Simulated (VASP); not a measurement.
Write the native input for VASP 6.6.1 that does the following.

- Task: relaxation of the atoms
- Functional: PBE
- Dispersion: D3
- Potentials or basis: VASP PAW PBE potentials, release 64 (As)
- Cutoff: 520 eV
- k mesh: 7 × 6 × 1
- Occupations: gaussian, width 0.05 eV
- Spin: no spin polarisation
- Dipole correction: yes
- Atoms held fixed (from 0): [0, 1, 2, 3]
- Further INCAR settings: ALGO = Normal; EDIFF = 1e-06; IBRION = 2; EDIFFG = -0.005; NSW = 60

The structure of As lies in POSCAR:

```
As
1.0
    3.6500000000      0.0000000000      0.0000000000
    0.0000000000      4.4700000000      0.0000000000
    0.0000000000      0.0000000000     22.9200000000
As
8
Selective dynamics
Direct
    0.5000000000      0.9400000000      0.3272251309  F F F
    0.0000000000      0.5600000000      0.3272251309  F F F
    0.5000000000      0.0600000000      0.4328097731  F F F
    0.0000000000      0.4400000000      0.4328097731  F F F
    0.0000000000      0.9400000000      0.5671902269  T T T
    0.5000000000      0.5600000000      0.5671902269  T T T
    0.0000000000      0.0600000000      0.6727748691  T T T
    0.5000000000      0.4400000000      0.6727748691  T T T
```

The slab is cut from a database's or a generator's crystal, which needn't be the stable form of the element.

The cell isn't the ideal one: the (0 1 0) slab of As, cut from the database cell, not relaxed.

One way to write it, as run:

INCAR

```
ALGO = Normal ; DIPOL = 0.5 0.5 0.500
EDIFF = 1E-6 ; EDIFFG = -0.005
ENCUT = 520 ; GGA = PE
IBRION = 2 ; IDIPOL = 3
ISIF = 2 ; ISMEAR = 0
IVDW = 11 ; LASPH = T
LCHARG = F ; LDIPOL = T
LREAL = F ; LWAVE = F
NELM = 100 ; NSW = 60
PREC = Accurate ; SIGMA = 0.05
```

KPOINTS

```
k-points
0
Gamma
  7 6 1
```

Potentials or basis: VASP PAW PBE potentials, release 64 (As).

Command:

```sh
$ cat potpaw_PBE.64/As/POTCAR > POTCAR
$ mpirun -np 1 vasp_std > vasp.out
```

Results of the run:

```json
{
 "Energy gained by relaxing": "0.8 meV/atom",
 "Ionic steps": "18",
 "Band gap on the k mesh": "0.05 eV, direct",
 "Dispersion energy per atom": "-0.166 eV"
}
```

Run time: 17 min on 1 thread of Intel(R) Xeon(R) Platinum 8488C (Sapphire Rapids), with other jobs on the host, peak memory 0.49 GiB.
